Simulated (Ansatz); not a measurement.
The system is C.

```
CELL_PARAMETERS angstrom
2.52210 0.00000 0.00000
-1.26105 2.18420 0.00000
0.00000 0.00000 8.23710
ATOMIC_POSITIONS crystal
C 0.66667 0.33333 0.84375
C 0.33333 0.66667 0.34375
C 0.66667 0.33333 0.65625
C 0.33333 0.66667 0.15625
C 0.00000 0.00000 0.90625
C 0.00000 0.00000 0.40625
C 0.00000 0.00000 0.59375
C 0.00000 0.00000 0.09375
```

This is a hexagonal form of diamond, not graphite.

| Item | Value |
| --- | --- |
| Program | Ansatz 0.2.0 |
| Task | relaxation of cell and atoms |
| Functional | PBE |
| Dispersion | D3(BJ) |
| Potentials or basis | Ansatz PAW |
| Cutoff | 420 eV (not typed: the program's choice for these potentials) |
| k mesh | 12 × 12 × 4 |
| Occupations | fermi-dirac, width 0.05 eV |
| Spin | no spin polarisation |

At the start: volume 5.67 Å³/atom.

How do energy, volume and symmetry change on relaxing?

It ends after 7 steps and the volume is 5.63 Å³/atom (-0.7 %); space group P6_3/mmc (No. 194, to 0.05 Å).

The path:
```csv
step,energy change (eV),largest force (eV/Å),volume (Å³)
1,0.0000,0.3282,45.38
2,-0.0178,0.3592,45.17
3,-0.0228,0.1795,45.11
4,-0.0244,0.0028,45.05
5,-0.0224,0.0038,45.05
6,-0.0225,0.0004,45.04
7,-0.0223,0.0004,45.04
```

Final structure:
```cif
data_structure
_symmetry_space_group_name_H-M 'P 1'
_symmetry_Int_Tables_number 1
_cell_length_a 2.5076
_cell_length_b 2.5076
_cell_length_c 8.2708
_cell_angle_alpha 90.000
_cell_angle_beta 90.000
_cell_angle_gamma 120.000
_cell_volume 45.04
loop_
_atom_site_label
_atom_site_type_symbol
_atom_site_fract_x
_atom_site_fract_y
_atom_site_fract_z
_atom_site_occupancy
C1 C 0.66667 0.33333 0.84445 1
C2 C 0.33333 0.66667 0.34445 1
C3 C 0.66667 0.33333 0.65555 1
C4 C 0.33333 0.66667 0.15555 1
C5 C 0.00000 0.00000 0.90703 1
C6 C 0.00000 0.00000 0.40703 1
C7 C 0.00000 0.00000 0.59297 1
C8 C 0.00000 0.00000 0.09297 1
```

Caveat: the plane-wave basis is chosen anew once the cell has moved, so the energies of steps on either side of that aren't comparable; the pressure holds a Pulay correction of +1.0 GPa for the finite cutoff.
